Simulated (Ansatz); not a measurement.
## Sc: optical spectrum with RPBE+U

The system is Sc.

```xyz
1
Lattice="0.0000 2.2600 2.2600 2.2600 0.0000 2.2600 2.2600 2.2600 0.0000" Properties=species:S:1:pos:R:3 pbc="T T T"
Sc    0.0000    0.0000    0.0000
```

This isn't the form of Sc at room conditions, which is hcp.

```
Program             : Ansatz 0.2.0
Task                : optical spectrum
Functional          : RPBE
Potentials or basis : PseudoDojo standard (PBE files)
Cutoff              : 1061 eV (not typed: the program's choice for these potentials)
k mesh              : 10 × 10 × 10
Occupations         : cold, width 0.05 eV
Spin                : no spin polarisation
Hubbard terms       : Sc d U = 4.5 eV
Hubbard projectors  : all-electron-atomic
Double counting     : amf
Broadening          : 0.2 eV
```

```yaml
Band_gap_on_the_k_mesh: none (metal or under the smearing width)
```

Levels at points of the mesh, in eV from the Fermi level:
| k point | band 2 | band 3 | band 4 | band 5 | band 6 | band 7 | band 8 | band 9 |
| --- | --- | --- | --- | --- | --- | --- | --- | --- |
| (0.00, 0.00, 0.00) | -27.76 | -27.76 | -27.76 | -5.35 | 1.70 | 1.70 | 1.70 | 3.05 |
| (0.00, 0.00, -0.50) | -28.25 | -27.82 | -27.82 | -1.77 | 0.27 | 1.47 | 1.47 | 4.09 |
| (0.00, -0.50, -0.50) | -28.21 | -27.93 | -27.93 | -1.86 | -0.67 | 2.08 | 4.01 | 4.38 |

Dielectric function (mean over the directions given):
```tsv
energy (eV)	real part	imaginary part
0.40	-75.13	21.67
0.80	-10.75	32.35
1.30	-7.68	21.94
1.80	-2.18	18.75
2.20	-4.78	14.94
2.70	-3.88	10.80
3.20	-0.74	9.89
3.60	-4.99	9.87
4.10	-4.24	6.74
4.60	-4.17	3.38
5.00	-2.37	2.32
5.50	-0.44	1.78
6.00	2.16	3.04
6.40	-0.11	7.86
6.90	-2.55	2.32
7.40	-0.01	4.16
7.90	-2.72	3.14
8.30	-2.32	1.69
8.80	-1.41	1.09
9.30	-0.89	1.01
9.70	-0.59	1.06
10.20	-0.58	1.13
10.70	-0.60	0.96
11.10	-0.53	0.80
11.60	-0.43	0.66
12.10	-0.34	0.51
12.50	-0.21	0.36
13.00	-0.04	0.28
13.50	0.10	0.23
14.00	0.21	0.18
```

Eigenvalues of the final occupation matrices:
```tsv
site	spin	trace	eigenvalues
site 1	1	1.52	0.29 0.29 0.29 0.33 0.33
```

Run time: 24 s on 1 thread of Arm Neoverse V1, on a shared host, peak memory 0.59 GiB.

Caveat: spectra need much finer meshes, so this one isn't converged; independent-particle spectra lack excitons; the intraband (Drude) part of a metal's response may be missing; U without spin polarisation on a metal has little footing; the U is typed as a test and isn't derived for this compound.
